## A spring with one stiffness fails at both ends

SnO₂ does not behave like a harmonic solid over this range of volumes. If the stiffness found near zero pressure is taken as constant, the pressure in the most compressed cell comes out 30% too low. In the most stretched cell the tension comes out 34% too large, relative to the computed value. The crystal gets harder as it is squeezed and softer as it is pulled, and a harmonic description leaves out just this change.

SnO₂ in the rutile structure, computed with Ansatz 0.2.0 (r2SCAN, PAW, plane waves to 500 eV, no spin polarisation, 6×6×8 k mesh, Gaussian smearing of 0.02 eV). At each fixed volume, cell shape and atoms were relaxed to a force tolerance of 0.01 eV/Å. Energies are relative to the elements as standard crystals or gases in the same functional.

| volume (relaxed cell) (Å³/atom) | c/a (relaxed cell) | shortest distance (relaxed cell) (Å) | energy over elements (eV/atom) | pressure (GPa) |
| --- | --- | --- | --- | --- |
| 10.636 | 0.6904 | 1.950 | -1.727 | 35.60 |
| 10.999 | 0.6858 | 1.976 | -1.794 | 24.26 |
| 11.361 | 0.6814 | 2.003 | -1.838 | 14.70 |
| 11.724 | 0.6770 | 2.030 | -1.862 | 6.69 |
| 12.450 | 0.6676 | 2.079 | -1.863 | -5.55 |
| 12.812 | 0.6622 | 2.091 | -1.845 | -10.09 |
| 13.295 | 0.6538 | 2.104 | -1.807 | -14.74 |

The volume of each cell is imposed, while its shape and its atoms relax. Positive pressure means that the cell is held compressed, negative pressure that it is held stretched. No row is the equilibrium crystal: the pressure changes sign between 11.724 and 12.450 Å³ per atom, so these two rows lie on opposite sides of the energy minimum. The rows are a selection, from which runs that failed or met a known fault of the program were left out. For the largest cell the program warns that it snapped the structure to its symmetry; the forces left on the atoms there are well below the tolerance.

## How the numbers give the failure away

The harmonic solid is taken here in its simplest form, with an energy that is a parabola in the volume. Pressure is the downhill slope of the energy, so it must fall along a straight line. Each Å³ of added volume would then cost the same drop in pressure. In the table the drop shrinks at every step, from 31 GPa per Å³ between the two smallest cells to about 10 between the two largest.

A straight line through the two rows around zero pressure makes the failure visible, because the other five rows then test it. At the smallest volume the line gives 25.0 GPa, where the calculation gives 35.6. At the largest it gives -19.8 GPa instead of -14.7. A badly chosen slope would push the line off in opposite directions at the two ends; here it lies too low at both, which is the mark of a curved relation.

Measuring the change of volume as a fraction does not rescue the constant stiffness. The bulk modulus, which is the pressure needed per fractional change of volume, falls from about 340 to about 130 GPa between the first and the last pair of rows. A spring between the ions, with an energy that is a parabola in their distance, is expected to err less than the straight line, but still in the same directions.

## Why the energy hides what the pressure shows

The energies contain the same curvature but reveal it later. At 12.812 Å³ per atom the straight line overstates the tension by 15%, since it gives -11.65 GPa against -10.09. Yet the energy that follows from this line, counted from the row at 11.724, agrees with the table to its last digit: 17 meV per atom in both.

The agreement is a cancellation. Between its two anchor rows a straight line runs above a curve that bends this way, and beyond them it runs below. A difference in energy is the pressure summed over the change of volume, with the sign reversed, so on the stretched side the two errors offset each other for a while. At the largest volume they no longer do: the line gives 64 meV per atom instead of 55. On the compressed side, counted from the same row, nothing offsets the error, and the line gives 108 meV per atom instead of 135 at the smallest volume. A parabola that suits a few energies near the minimum is therefore weak evidence that the pressures are right.

## Why the stiffness changes

Two forces balance in the crystal. The attraction between positive tin and negative oxygen varies slowly with distance. The repulsion that sets in when their filled electron shells overlap varies steeply. At equilibrium the two cancel, but they do not change at the same rate when the volume is changed.

Squeezing raises the steep repulsion much faster than the attraction, so each further step costs more pressure than the last. Stretching weakens the repulsion quickly, and in this picture all of the stiffness comes from the repulsion. The attraction pulls the ions back, but it adds no stiffness, because it weakens as they move apart. A spring of fixed stiffness has no counterpart to this loss.

This explanation rests on the standard theory of ionic solids. The table shows the changing stiffness but does not separate attraction from repulsion. The bonds in SnO₂ are also partly covalent, so the ionic picture is a simplification.

## The simplest model with both forces

The Born model writes the energy as an attraction proportional to -1/r plus a repulsion proportional to 1/rⁿ, where r is the distance between ions. As long as the cell keeps its shape, this distance grows as the cube root of the volume. Pressure is minus the derivative of energy with respect to volume. With v for the volume divided by 11.724 Å³ per atom, this gives

P = C v^(-4/3) + A v^(-1-n/3)

Here C is negative and belongs to the attraction, while A is positive and belongs to the repulsion. For n a rough textbook value is used: about 7 for the oxygen ion and 10 for the tin ion, hence 8.5 on average. The constants C and A come from the same two rows that fixed the straight line, so both models take two pressures from the table.

The pressure of the smallest cell, which had no part in fixing the constants, can be worked out by hand:

1. At 11.724, v is 1, so C + A = 6.69 GPa.
2. At 12.450, v = 12.450/11.724 = 1.0619, so 0.9230 C + 0.7943 A = -5.55 GPa.
3. Solved with unrounded coefficients, the two equations give A = 91.08 GPa and C = -84.39 GPa.
4. At 10.636, v = 10.636/11.724 = 0.9072. The attraction contributes -84.39 × 1.139 = -96.1 GPa and the repulsion 91.08 × 1.4526 = 132.3 GPa.
5. The sum is about 36.2 GPa, against 35.6 in the table.

The straight line missed this row by more than 10 GPa; the Born model misses it by 0.6. The energies that follow from the model also agree with the table to about 1 meV per atom in every row. Pressures and energies thus tell of the same curvature, which speaks against numerical noise in the pressures as its source. The printed output after this text lists both models row by row.

## Where the better model fails

The Born model still errs at the ends, and no single exponent cures it. The smallest cell asks for a value between 7 and 8.5, the largest for one near 10. The repulsion would have to act less steeply in compression and more steeply in tension than a fixed power allows. An exponential repulsion changes in this direction, but whether it changes enough has not been tested here.

The model also knows only one distance, while the real cell changes its shape. From the smallest to the largest volume the edge a grows by 9.7% and the edge c by only 3.9%, which is why the ratio c/a falls. This freedom lowers the resistance to a change of volume, by an amount that these rows do not isolate. The constants A and C absorb such effects and should not be read as the charges or sizes of ions.

At high pressure there is a further limit, one of structure. SnO₂ is known to leave the rutile structure for a slightly distorted one at roughly 12 GPa. The three smallest cells, all above that pressure, may therefore not be the stable phase. In the smallest one the distortion has begun. During its relaxation the difference between two edges that are equal in rutile grew from 0.0003 to 0.003 Å, while the energy fell and the forces rose. The run ended within its force tolerance, before the distortion had run its course. The cell at 11.361 Å³ per atom was held to the full rutile symmetry and could not distort in this way. The pressures of these three cells therefore describe compressed rutile, or something very close to it, even where that structure is no longer stable, and a real sample could follow a softer curve.

## A correction that can be done by hand

The Born formula also tells how soon a constant stiffness goes wrong. Expanded around zero pressure, its first correction to the straight line is (n + 10)/6 times the fractional change of volume. With n = 8.5 this is about 3, and for exponents from 7 to 10 it hardly moves. Another ionic solid with a similarly steep repulsion should therefore need a similar correction.

For SnO₂ the model puts zero pressure at 12.09 Å³ per atom, with a bulk modulus of 203 GPa. The smallest cell lies (12.09 - 10.636)/12.09 = 12% below that volume, so constant stiffness gives 0.12 × 203 = 24 GPa. Raising this by 3 × 12 = 36% gives 33 GPa, about 2.5 GPa short of the computed value. In the other six rows the same recipe comes within about 1 GPa.

The working rule for ionic solids of this kind is to multiply the fractional change of volume by the bulk modulus at zero pressure, and then to correct the result by 3% for every 1% of volume change, upwards in compression and downwards in tension. Once that correction is larger than the error one can accept, the straight line should give way to a curved equation of state.

Numerical output:

```
Stiffness between a row and the row above it and pressures of the two models:
     row  fall of pressure per volume GPa/Å3  bulk modulus GPa  line GPa  line minus computed GPa  Born GPa  Born minus computed GPa
  10.636                                 n/a               n/a     25.03                   -10.57     36.21                    0.609
  10.999                               31.24             337.9     18.91                   -5.347     24.44                   0.1833
  11.361                               26.41             295.3     12.81                    -1.89     14.75                  0.04621
  11.724                               22.07             254.7      6.69                        0      6.69               -2.665e-15
   12.45                               16.86             203.8     -5.55                        0     -5.55               -1.155e-14
  12.812                               12.54             158.4    -11.65                   -1.563    -10.16                 -0.06667
  13.295                               9.627             125.7     -19.8                   -5.056    -15.12                  -0.3794
Other exponents and energies relative to the row at 11.724:
     row  exponent 7 minus computed GPa  exponent 10 minus computed GPa  computed meV/atom  line meV/atom  Born meV/atom
  10.636                        -0.5099                           1.777                135          107.7          136.2
  10.999                        -0.3409                          0.7241                 68          57.93          67.93
  11.361                        -0.1277                          0.2237                 24          22.09             24
  11.724                     -2.665e-15                      -2.665e-15                  0              0              0
   12.45                      2.665e-15                      -1.155e-14                 -1         -2.583         -0.874
  12.812                         -0.176                         0.04048                 17          16.85          17.03
  13.295                        -0.6991                        -0.06958                 55          64.26          55.44
Volume at zero pressure from the line in Å3/atom: 12.12
Volume at zero pressure from the Born form in Å3/atom: 12.09
Bulk modulus at zero pressure from the Born form in GPa: 202.6
Ratio of the first local slope to the last: 3.245
Miss of the line at the smallest volume in percent of the computed pressure: -29.68
Excess tension of the line at the largest volume in percent: 34.3
Growth of edge a from first to last row in percent: 9.695
Growth of edge c from first to last row in percent: 3.88
```
